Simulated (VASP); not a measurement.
A run of VASP 6.6.1 is set up as follows.

INCAR

```
SYSTEM = Fe
AGGAC = 0.0
ALGO = Normal
AMIX = 0.2
AMIX_MAG = 0.8
BMIX = 1E-4
BMIX_MAG = 1E-4
EDIFF = 1E-6
EDIFFG = -0.01
ENCUT = 600
GGA = MK
IBRION = 2
ISIF = 3
ISMEAR = 1
ISPIN = 2
LASPH = .TRUE.
LCHARG = .FALSE.
LMAXMIX = 4
LORBIT = 11
LREAL = .FALSE.
LUSE_VDW = .TRUE.
LWAVE = .FALSE.
MAGMOM = 4
NELM = 150
NSW = 90
PARAM1 = 0.1234
PARAM2 = 0.711357
PREC = Accurate
SIGMA = 0.1
ZAB_VDW = -1.8867
```

File KPOINTS:

```
k-points
0
G
  18 18 18
  0 0 0
```

POSCAR

```
Fe
1.0
   -1.4430000000      1.4430000000      1.4430000000
    1.4430000000     -1.4430000000      1.4430000000
    1.4430000000      1.4430000000     -1.4430000000
Fe
1
Direct
    0.0000000000      0.0000000000      0.0000000000
```

Potentials or basis: VASP PAW PBE potentials, release 64 (Fe).

Run with:

```console
$ cat potpaw_PBE.64/Fe/POTCAR > POTCAR
$ mpirun -np 1 vasp_std > vasp.out
```

Q: Estimate the band gap on the k mesh.

A: None (metal or under the smearing width).

Q: Estimate the relaxed cell.

A: a = 2.431 Å, b = 2.431 Å, c = 2.431 Å, α = 109.47°, β = 109.47°, γ = 109.47°.

Step by step:
| step | energy change (eV) | largest force (eV/Å) | pressure (GPa) | volume (Å³) |
| --- | --- | --- | --- | --- |
| 1 | 0.0000 | 0.0000 | -14.68 | 12.02 |
| 2 | 0.0012 | 0.0000 | 19.99 | 10.20 |
| 3 | -0.0483 | 0.0000 | -0.10 | 11.06 |

Caveat: the PAW data sets were made with another functional, which shifts forces and pressure a little.
